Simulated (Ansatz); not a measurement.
# Ag/SiC/Ti: predicting the conductance of a thicker barrier

How it was computed: Ansatz 0.2.0, plane waves with PAW datasets, PBE. Interfaces are relaxed in a short slab (with D3(BJ) where the barrier is layered), set between ideal electrode layers that go on as semi-infinite leads, and the zero-bias conductance G at 300 K comes from T(E) on a typed mesh. The error is the largest of the program's estimates from energy step, mesh, the leads' potential steps and neutrality; its separate bound for narrow resonances between the energies solved isn't counted and can be far larger. The lower electrode is Ag (fcc 111), the upper Ti (hcp 0001) and the barrier SiC (wurtzite 0001), on a net of side 2.934 Å; d is the distance between the electrodes' last planes.

The runs shown:

```tsv
planes in the barrier	d (Å)	G (S/m²)	error (%)	lead step (meV)
4	7.52	8.38e13	19	36
8	12.65	2.74e13	25	38
12	17.77	5.67e12	69	38
```

Q: A further run has 16 planes, d = 22.90 Å. Fit G ∝ exp(−βd) to the rows shown and predict its conductance.

Working: Take y = ln G: 32.06, 30.94 and 29.37. The means are d = 12.65 Å and y = 30.79; Σ(Δd Δy) = −13.81 and Σ(Δd)² = 52.53, so the slope is −0.263 Å⁻¹ (β = 0.263 Å⁻¹). At d = 22.90 Å, y = 30.79 − 0.263 × 10.25 = 28.09, or G = 1.59e12 S/m².

What the calculation gave: The run gave 1.13e12 S/m², with an error estimate of 109 % and a lead step of 38 meV. The prediction is 1.41 times that, too high by 41 %. That lies within the runs' own error estimates, carried through the fit.

Caveats: The interfaces are ideal, one cell wide, strained to a common net and relaxed from one registry with their symmetry kept. PBE's gaps are too small, so true decay constants are likely larger where the Fermi level lies deep in a gap. No spin-orbit coupling, phonons, disorder or image charges enter. The rows shown are chosen by tests on error estimates (under 100 to 120 %), lead steps (under 150 meV, though the program warns over 25), intact interfaces and, for fits, a steady trend in the rows shown; the data set holds 414 series of this kind, and not all pass.

[Logs are printed without paths, hosts, clocks, repeated set-up lines and the standing remarks that a program may print on its own settings, such as how far it seeks lower states.]
